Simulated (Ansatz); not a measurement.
Consider the following.

```yaml
crystal:
  lattice:
    - [-2.76098, 2.76098, 5.56516]
    - [2.76098, -2.76098, 5.56516]
    - [2.76098, 2.76098, -5.56516]
  atoms:
    - { symbol: Cu, position: [0.75000, 0.25000, 0.50000] }
    - { symbol: Cu, position: [0.00000, 0.00000, 0.00000] }
    - { symbol: In, position: [0.25000, 0.75000, 0.50000] }
    - { symbol: In, position: [0.50000, 0.50000, 0.00000] }
    - { symbol: S, position: [0.09112, 0.12500, 0.46612] }
    - { symbol: S, position: [0.65888, 0.62500, 0.53388] }
    - { symbol: S, position: [0.37500, 0.90888, 0.03388] }
    - { symbol: S, position: [0.87500, 0.34112, 0.96612] }
```

No spin polarisation.

1.19 holes added to each cell, a density of 7.0×10^21 cm⁻³, with a uniform compensating background at fixed cell and a 300 K Fermi–Dirac width.

Computed with r2SCAN (Ansatz, a quantum-chemistry and plane-wave program), without spin-orbit coupling. Γ-centred 12×12×12 mesh, Fermi–Dirac width 0.0259 eV.

Problem. What is the computed Fermi level relative to the doped band's edge (positive inside the band; to 0.05 eV)?

Solution. +0.45 eV.

Problem. What is the computed gap between the host's bands?

Solution. 0.80 eV.

Charged cell with a jellium background: band edges are those of the host's band count, energies are not comparable with the neutral cell, and many-body gap narrowing is missing. Stability against distortions was not tested. All final runs are without spin polarisation. The cell was made from InCuS2 in the chalcopyrite structure (space group I-42d, No. 122) by this change: holes 7.0×10^21 cm⁻³.
